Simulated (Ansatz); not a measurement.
# BN — ¹¹B NMR of the central transition

Cell: a Materials Project structure (computed, not necessarily an observed phase), its atoms then relaxed with PBE in this cell.

```
CELL_PARAMETERS angstrom
0.00000 3.49532 2.16609
1.25163 0.00000 2.16609
1.25163 3.49532 0.00000
ATOMIC_POSITIONS crystal
B 0.00005 0.00005 0.99995
N 0.66665 0.66665 0.33335
```

Atom numbers follow the list; atoms alike are taken as one site, whose name carries the number of the first.

All values are calculated (Ansatz; DFT, r2SCAN, plane waves and PAW, scalar-relativistic, 500 eV cutoff, Γ-centred 16×16×16 k-points, Fermi–Dirac smearing 0.01 eV), not measured.

¹¹B has I = 3/2 and Q = 40.59 mb (Pyykkö 2018); at 7.05 T its Larmor frequency is ν₀ = 96.3 MHz. Only the quadrupole interaction is simulated: positions count from each site's isotropic chemical shift, and J coupling is left out, as are shift anisotropy and dipolar coupling, which fast spinning averages.

Q: Give C_Q, η, the quadrupolar product P_Q = |C_Q|(1 + η²/3)^½, the second-order isotropic shift and the breadth of the pattern (fast magic-angle spinning) for each B site.

A: 

```csv
site,first shell,C_Q (MHz),η,P_Q (MHz),δ_QIS (ppm),breadth (kHz)
B,3 N at 1.44 Å,2.87,0.00,2.87,-22.3,4.60
```

δ_QIS = −(ν_Q²/30ν₀²)[I(I+1) − 3/4](1 + η²/3) × 10⁶ ppm with ν_Q = 3|C_Q|/[2I(2I−1)]; it falls as 1/B₀² in ppm, and the breadth as 1/B₀ in kHz.

At B V_zz stands upright on the plane through its three neighbours (within 1°).
